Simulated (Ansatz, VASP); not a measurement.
# Cross-check of Al2O3 (Corundum) between VASP and Ansatz

Wanted: the spread between two codes on one cell, functional and k mesh. The cell is taken from a series of runs on this material, whose earlier steps may have relaxed, scaled, displaced or heated it; both programs get it as it stands.

Calculated with Ansatz 0.2.0; plane waves, with VASP 6.6.1 beside it; single point at PBE0.

## Step 1: Starting point

It takes space group R-3c (No. 167, trigonal). Conventional cell: a = 4.760 Å, b = 4.760 Å, c = 12.996 Å, α = 90.00°, β = 90.00°, γ = 120.00°. Nearest to Al lie 6 O at 1.85 to 1.97 Å. Nearest to O lie 4 Al at 1.85 to 1.97 Å. Farther neighbours and most contacts between anions are not listed.

## Step 2: Ansatz: single point, PBE0

Ansatz runs on its default PAW (the set named soft_2) files.

A single point gives forces, pressure and levels at one fixed geometry, so differences don't come from the geometry; what else differs is listed under the comparison.

The input, input.yaml:

```yaml
crystal:
  lattice:
    - [2.38025, 1.3742379782, 4.3318666667]
    - [-2.38025, 1.3742379782, 4.3318666667]
    - [0.0, -2.7484759565, 4.3318666667]
  atoms:
    - { symbol: Al, position: [0.35216, 0.35216, 0.35216] }
    - { symbol: Al, position: [0.14784, 0.14784, 0.14784] }
    - { symbol: Al, position: [0.64784, 0.64784, 0.64784] }
    - { symbol: Al, position: [0.85216, 0.85216, 0.85216] }
    - { symbol: O, position: [0.55668, 0.94332, 0.25] }
    - { symbol: O, position: [0.25, 0.55668, 0.94332] }
    - { symbol: O, position: [0.94332, 0.25, 0.55668] }
    - { symbol: O, position: [0.44332, 0.05668, 0.75] }
    - { symbol: O, position: [0.75, 0.44332, 0.05668] }
    - { symbol: O, position: [0.05668, 0.75, 0.44332] }
kpoints:
  mp_grid: { grid: [4, 4, 4] }
  band_path:
    path:
      - [0.0, 0.0, 0.0]
      - [0.5, 0.5, 0.5]
      - [0.76623952, 0.23376048, 0.5]
      - [0.5, -0.23376048, 0.23376048]
      - [0.5, 0.0, 0.0]
      - [0.36688024, -0.36688024, 0.0]
      - [0.63311976, 0.0, 0.36688024]
      - [0.5, 0.0, 0.5]
    npoints: 1
hamiltonian:
  xc: pbe0
scf:
  occupations: { method: fixed }
  n_extra_bands: 7
output:
  eigenvalues: true
  write_density: true
  write_potential: true
  elf: true
  volumetric_format: npy
```

The run is started by

```bash
ansatz run input.yaml --threads 3 --pin off --max-ram 92160MiB --backend cuda --devices 1 --max-vram 13GiB --events-out ev --progress --plain --runs-dir out
```

Numbers of over 12 decimals in the logs are rounded to 6 here.

The program printed:

```text
scf.n_extra_bands = 7 over 24 filled bands (N_el = 48.0): the run solves 31 bands
GPUs: using 1 of 1 available (devices: 1).
Engine: ansatz 0.2.0, x86_64-unknown-linux-gnu
Pseudopotentials: kind: paw
Pseudopotential: Al, paw, valence charge 3, recommended cutoff 420 eV (normal), Al.paw.azcp
Pseudopotential: O, paw, valence charge 6, recommended cutoff 420 eV (normal), O.paw.azcp
Functional definition: PBE0
  parameter a = 0.25
  parameter kappa = 0.804
  parameter beta = 0.066725
  exchange = (1 - a)*pbe_x(kappa = kappa, mu = beta*pi^2/3) + a*exact_x
  correlation = pbe_c(beta = beta)
davidson cushion auto → on  (no smearing: the cushion is to keep the highest requested band from converging to the state above it; pin scf.eigensolver.cushion to override)
device memory: the entry about to start is reckoned to put 1.0 GiB on a device that reports 50.4 GiB free (of which the cap on the GPU budget leaves the run 13.0 GiB)
GPU FFT provider: cuFFT
GPU libraries: cuBLAS 13.8.2, cuFFT 12.4.0, cuSOLVER 12.3.4
Crystal: 10 atoms, lattice volume = 85.018 Å³
Basis set: ecut = 420 eV, 1653 PW (Γ)
Bands: 31, of which v1, the nominal top of the filled ones, is band 24 counted from 1 (23 counted from 0)
Symmetry: 12 space group operations
Space group: R-3c (ITA 167), of the structure as read, at distance tolerance 4.4e-5 Å
k-points: 13 of 64
Non-local potential: Al, projectors of the file, l = 0: 2, l = 1: 2, l = 2: 1
Non-local potential: O, projectors of the file, l = 0: 2, l = 1: 2, l = 2: 1
PAW form: soft (Blöchl's): semilocal exchange-correlation on the pseudo side does not see the compensation charge
PAW frozen core: Al, regenerated for the run's functional, and the local potential with it (the file was generated under x = pbe(κ = 0.804, μ = 0.219515), c = pbe(β = 0.066725))
PAW frozen core: O, regenerated for the run's functional, and the local potential with it (the file was generated under x = pbe(κ = 0.804, μ = 0.219515), c = pbe(β = 0.066725))
PAW one-centre angular grid: Al, 110 points (default); XC on 64 Gauss nodes
PAW one-centre angular grid: O, 110 points (default); XC on 64 Gauss nodes
Initial density: superposition of atomic densities (neutral atoms: chi_scale 0, normalization atom), corrected by the library's trained network
Initial wavefunctions: pseudopotential atomic-orbital guess
GPU buffer pool allocated for 46656 grid points (all kernels)
GPU transforms: local potential and band sums: pruned to the plane-wave sphere, on 36×36×36
Functional: x = pbe(κ = 0.804, μ = 0.219515), c = pbe(β = 0.066725), warm-up for x = 0.75 pbe(κ = 0.804, μ = 0.219515) + 0.25 exact, c = pbe(β = 0.066725)
SCF iter   1: F=—  HF=-5569.559398 eV  |F-HF|=—  |Δ(HF+E_count)|=         —  Δρ=1.58e-3  dr2=8.57e-4  ethr=1.77e-3  ⟨swp⟩=2.0  Hψ=3083  notcnv=0
preconditioner: auto → none  [insulator: Δε(μ)=6.221 eV  Ē_g=16.877 eV  n_scr=20 (ndim 8)  ℏωp=27.9 eV  f_vac=0.000]
SCF iter   2: F=-5569.561505 eV  HF=-5569.560946 eV  |F-HF|=5.60e-4  |Δ(HF+E_count)|=   1.55e-3  Δρ=7.61e-4  dr2=1.12e-4  ethr=1.79e-6  ⟨swp⟩=5.5  Hψ=1427  notcnv=0  defer=1
SCF 1 stopped early in 2 iterations: F = -5569.561505 eV  dr2 = 1.12e-4
  greatest PAW one-centre occupation: 0.859 electrons in one spin orbital (limit 2), on the O atom at site 9 (counted from 0), in its partial waves of l = 0
device memory: the entry about to start is reckoned to put 1.6 GiB (of the 1.7 GiB reckoned in all, the device holds 0.1 GiB already) on a device that reports 49.3 GiB free (of which the cap on the GPU budget leaves the run 12.9 GiB)
GPU FFT provider: cuFFT
GPU libraries: cuBLAS 13.8.2, cuFFT 12.4.0, cuSOLVER 12.3.4
Initial density: handed on by an earlier stage of this run
Initial wavefunctions: those handed on with the density
GPU buffer pool allocated for 46656 grid points (all kernels)
GPU transforms: local potential and band sums: pruned to the plane-wave sphere, on 36×36×36
Functional: x = 0.75 pbe(κ = 0.804, μ = 0.219515) + 0.25 exact, c = pbe(β = 0.066725)
Exchange kernel: α = 0.2500, full range, Wigner–Seitz truncation, v(0) = 10715.7233 eV·Å³, q-mesh 4×4×4, nearest image of the exchange supercell L = 19.04 Å, pair-density grid 24×24×24, without the augmentation charges, whose exchange is taken in its separable form by FFT convolution over the k-point mesh (sized by the pseudopotential files, 27×27×32 at the most), smooth part of the exact exchange by density-matrix convolution in up to 1.60 GiB of GPU memory as planned if the GPU has room (build and FFT work areas not counted)
Frozen-core exchange: fock
SCF iter   1: F=—  HF=-5572.215777 eV  |F-HF|=—  |Δ(HF+E_count)|=         —  Δρ=7.16e-3  dr2=2.36e-2  ethr=2.32e-6  ⟨swp⟩=8.2  Hψ=2234  notcnv=0
preconditioner: auto → none  [insulator: Δε(μ)=8.800 eV  Ē_g=20.207 eV  n_scr=20 (ndim 8)  ℏωp=27.9 eV  f_vac=0.000]
SCF iter   2: F=—  HF=-5572.206525 eV  |F-HF|=—  |Δ(HF+E_count)|=   9.25e-3  Δρ=3.73e-3  dr2=5.73e-3  ethr=2.32e-6  ⟨swp⟩=4.1  Hψ=1446  notcnv=0
SCF iter   3: F=—  HF=-5572.223334 eV  |F-HF|=—  |Δ(HF+E_count)|=   1.68e-2  Δρ=1.61e-3  dr2=2.28e-3  ethr=2.32e-6  ⟨swp⟩=4.0  Hψ=1318  notcnv=0
SCF iter   4: F=—  HF=-5572.222637 eV  |F-HF|=—  |Δ(HF+E_count)|=   6.97e-4  Δρ=4.89e-4  dr2=1.82e-4  ethr=2.32e-6  ⟨swp⟩=4.0  Hψ=1309  notcnv=0
iter 5 solved again at ethr=1.22e-8 eV; its pass at ethr=3.32e-7 eV (dr2=5.87e-6 eV) is discarded
SCF iter   5: F=-5572.222810 eV  HF=-5572.222810 eV  |F-HF|=2.17e-7  |Δ(HF+E_count)|=   1.73e-4  Δρ=1.01e-4  dr2=9.19e-6  ethr=1.22e-8  ⟨swp⟩=3.5  Hψ=2152  notcnv=0
SCF 2 stopped early in 5 iterations: F = -5572.222810 eV  dr2 = 9.19e-6
  greatest PAW one-centre occupation: 0.862 electrons in one spin orbital (limit 2), on the O atom at site 9 (counted from 0), in its partial waves of l = 0
hybrid outer 1: dexx = +2.041e-2 eV, tail = 4.39e-5 eV
GPU FFT provider: cuFFT
GPU libraries: cuBLAS 13.8.2, cuFFT 12.4.0, cuSOLVER 12.3.4
GPU buffer pool allocated for 46656 grid points (all kernels)
GPU transforms: local potential and band sums: pruned to the plane-wave sphere, on 36×36×36
Exchange kernel: α = 0.2500, full range, Wigner–Seitz truncation, v(0) = 10715.7233 eV·Å³, q-mesh 4×4×4, nearest image of the exchange supercell L = 19.04 Å, pair-density grid 24×24×24, without the augmentation charges, whose exchange is taken in its separable form by FFT convolution over the k-point mesh (sized by the pseudopotential files, 27×27×32 at the most), smooth part of the exact exchange by density-matrix convolution in up to 1.60 GiB of GPU memory as planned if the GPU has room (build and FFT work areas not counted)
Frozen-core exchange: fock
SCF iter   1: F=—  HF=-5572.223036 eV  |F-HF|=—  |Δ(HF+E_count)|=         —  Δρ=8.62e-5  dr2=6.32e-6  ethr=4.57e-7  ⟨swp⟩=3.3  Hψ=937  notcnv=0
preconditioner: auto → none  [insulator: Δε(μ)=8.832 eV  Ē_g=20.198 eV  n_scr=20 (ndim 8)  ℏωp=27.9 eV  f_vac=0.000]
iter 2 solved again at ethr=7.13e-10 eV; its pass at ethr=1.21e-8 eV (dr2=3.42e-7 eV) is discarded
SCF iter   2: F=—  HF=-5572.223034 eV  |F-HF|=—  |Δ(HF+E_count)|=   1.43e-6  Δρ=2.31e-5  dr2=3.76e-7  ethr=7.13e-10  ⟨swp⟩=2.9  Hψ=2123  notcnv=0
SCF iter   3: F=—  HF=-5572.223034 eV  |F-HF|=—  |Δ(HF+E_count)|=   8.08e-8  Δρ=1.23e-5  dr2=1.09e-7  ethr=6.82e-10  ⟨swp⟩=3.3  Hψ=1298  notcnv=0
SCF iter   4: F=-5572.223034 eV  HF=-5572.223034 eV  |F-HF|=4.95e-9  |Δ(HF+E_count)|=   2.24e-8  Δρ=3.51e-6  dr2=4.58e-8  ethr=1.27e-10  ⟨swp⟩=2.7  Hψ=917  notcnv=0
SCF 3 converged in 4 iterations: F = -5572.223034 eV  dr2 = 4.58e-8
hybrid outer 2: dexx = +3.321e-7 eV, tail = 9.95e-8 eV, Δε = 2.86e-3 eV (about 2.10e-4 eV left of the loop's levels)
device memory: the entry about to start is reckoned to put 0.6 GiB on a device that reports 49.8 GiB free (of which the cap on the GPU budget leaves the run 13.0 GiB)
NSCF: frozen V_eff on 8 k-points
hybrid SCF converged: 2 outer / 9 inner (+2 warm-up), last move |dexx| = 3.32e-7 eV, tail = 9.95e-8 eV
Stability not checked: this state was not tested for a lower state beside it, because the functional holds exact exchange (a hybrid, or Hartree-Fock), whose exchange loop this test does not read (fock_operator; see scf.lower_state_search)
Free energy (F): -5572.223034 eV
Frozen-core exchange: fock
Harris-Foulkes:  -5572.223034 eV  (|F-HF|=4.95e-9)
Internal energy: -5572.223034 eV  (E = F + TS)
E sigma→0 (E₀):  -5572.223034 eV
Fermi energy:    6.076064 eV
--- Per-component energies (eV) ---
  E_band       = -39.606041
  E_kinetic    = 1190.665003
  E_local      = -1980.436915  (includes V_loc(G=0)·N_el)
  E_nonlocal   = 317.006363
  E_hartree    = 737.427606
  E_xc         = -474.999563
  E_vxc        = -540.060090  (∫ρ·V_xc dr)
  E_exx        = -156.377470  (= α·E_x^exact, valence–valence)
  E_paw        = -2807.464357  (= ΣΔE_a)
  E_vpaw       = -188.901092  (= ΣTr[D̂ρ^β])
  E_aug_tail   = 0.015051  (compensation charges beyond the density's cutoff)
  E_ewald      = -2397.730569
  E_core_change = -0.328185  (= ΣΔE_core)
  E_smearing   = -0.000000  (= −TS)
  E_closure    = -0.000000  (closes the sum)
  Σ components = -5572.223034   (vs F -5572.223034, Δ=9.09e-13)
--- Band table (eV; the first three rows and the last of 13) ---
  k-point 0: bands = [... 20 lower, 5.4742, 6.0171, 6.0171, 6.0761, 14.9071, 17.9039, 19.7210, 20.4302, ... 3 higher]
  k-point 1: bands = [... 20 lower, 5.2008, 5.5510, 5.8845, 5.9364, 16.2189, 18.9332, 18.9758, 19.6306, ... 3 higher]
  k-point 2: bands = [... 20 lower, 5.0396, 5.0396, 5.7393, 5.7393, 18.2969, 18.2969, 18.5081, 18.5081, ... 3 higher]
  k-point 12: bands = [... 20 lower, 5.6379, 5.6379, 5.6379, 5.6379, 17.4738, 17.4738, 19.9285, 19.9285, ... 3 higher]
```

(Continued in part 2 of 2.)

[Lines on the potential files, build, host, timing and source positions are cut from VASP's logs without a mark.]

[Logs are printed without paths, hosts, clocks, repeated set-up lines and the standing remarks that a program may print on its own settings, such as how far it seeks lower states.]

[Hosts, paths, dates, database ids (printed as entryN), source tags and the programs' standing remarks are cut or masked in the printed files.]
